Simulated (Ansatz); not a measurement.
# TiCo: how the free axis answers a strain

TiCo, Pm-3m, a = 2.986 Å. The structure is a Materials Project entry; whether it is the stable form wasn't checked. Ansatz: PBE, PAW, 420 eV, Γ-centred 18×18×18 mesh on 2 atoms, Gaussian smearing 0.10 eV; collinear spin, largest moment 1.0 μB. Series: uniaxial strain along a, with b, c and atoms relaxed; x is the strain in per cent. y is the change of c in per cent of 2.986 Å.

| x (%) | y (%) |
| --- | --- |
| -3.0 | 0.94 |
| -2.0 | 0.61 |
| -1.0 | 0.29 |
| 0.0 | 0.00 |
| 1.0 | -0.33 |
| 2.0 | ? |
| 3.0 | -0.97 |

Task: Fit y = c1 x + c2 x² to the other rows, say what c1 measures, and predict the missing y.

Result: Least squares on the rows shown. y = −0.3162 x − 0.002218 x². So −c1 = 0.316 is Poisson's ratio for this pair of axes. At x = 2.0 the fit asked for gives -0.64 %. The run gave -0.64 %, the same to the digits shown.